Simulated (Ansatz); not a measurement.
**SnO2: do energies and stresses tell the same story?**

All numbers below come from DFT r2SCAN, scalar-relativistic, plane waves, PAW (Ansatz 0.2.0).

Settings: cutoff 500 eV, Γ-centred mesh 6×6×8 on the computed 6-atom cell, Gaussian smearing of 0.02 eV; no spin polarisation.

Relaxed cell: P4_2/mnm, a = 4.760 Å, b = 4.760 Å, c = 3.201 Å, α = 90.00°, β = 90.00°, γ = 90.00°, 6 atoms in the primitive cell.

Energies at zero smearing and pressures from the stress tensor, at volumes with shape and atoms relaxed:
```tsv
V (Å³/atom)	E − E(first) (meV/atom)	P (GPa)
10.636	0.00	35.60
10.999	-67.36	24.26
11.361	-111.14	14.71
11.724	-135.10	6.70
12.086	-142.45	0.00
12.449	-135.98	-5.54
12.812	-118.11	-10.08
13.295	-80.26	-14.74
```

Question: Check P = −dE/dV between neighbouring volumes, and get the bulk modulus from the pressures alone.

Answer: With 1 eV/Å³ = 160.2 GPa:
| middle V (Å³/atom) | −ΔE/ΔV (GPa) | mean P (GPa) |
| --- | --- | --- |
| 10.817 | 29.763 | 29.932 |
| 11.180 | 19.347 | 19.486 |
| 11.543 | 10.587 | 10.705 |
| 11.905 | 3.248 | 3.351 |
| 12.268 | -2.861 | -2.770 |
| 12.630 | -7.897 | -7.814 |
| 13.053 | -12.543 | -12.410 |

The two differ by 0.17 GPa at most. The mean of two end pressures misses the average over a step by about ΔV² P″/12, up to 0.16 GPa here; with that taken off 0.01 GPa remains. Around V = 12.086 Å³/atom, the two neighbours give B = −V ΔP/ΔV = 12.086 × 12.24 / 0.725 = 204.0 GPa, against B0 = 201.1 GPa from the Birch–Murnaghan fit of the energies.